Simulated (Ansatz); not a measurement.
# Cu2O (Cuprite) in Ansatz: the effect of functional

Cu2O (Cuprite):

```
CELL_PARAMETERS angstrom
4.28821 0.00000 0.00000
0.00000 4.28821 0.00000
0.00000 0.00000 4.28821
ATOMIC_POSITIONS crystal
Cu 0.75000 0.25000 0.75000
Cu 0.75000 0.75000 0.25000
Cu 0.25000 0.75000 0.75000
Cu 0.25000 0.25000 0.25000
O 0.50000 0.50000 0.50000
O 0.00000 0.00000 0.00000
```

The cell isn't the ideal one: volume scaled by 1.02.

Alike in all runs:

- Program: Ansatz 0.2.0
- Task: single point
- Potentials or basis: Ansatz PAW
- k mesh: 6 × 6 × 6
- Occupations: fermi-dirac, width 0.05 eV
- Spin: no spin polarisation

```csv
functional,cutoff,gap on the mesh (eV),pressure (GPa)
PBEsol,420 eV (not typed: the program's choice for these potentials),0.45,-5.4
LDA,420 eV (not typed: the program's choice for these potentials),?,?
r2SCAN,500 eV (not typed: the program's choice for these potentials),0.73,-3.5
PBE,420 eV (not typed: the program's choice for these potentials),0.49,0.8
```

**Question.** What does the run with functional LDA give?

**Answer.** gap on the mesh 0.49 eV; pressure -10.4 GPa.

Caveats: the PAW data sets come from PBE, with cores solved anew for the run's functional, which leaves a small shift of forces and pressure (some runs).

A k mesh can miss the band edges.
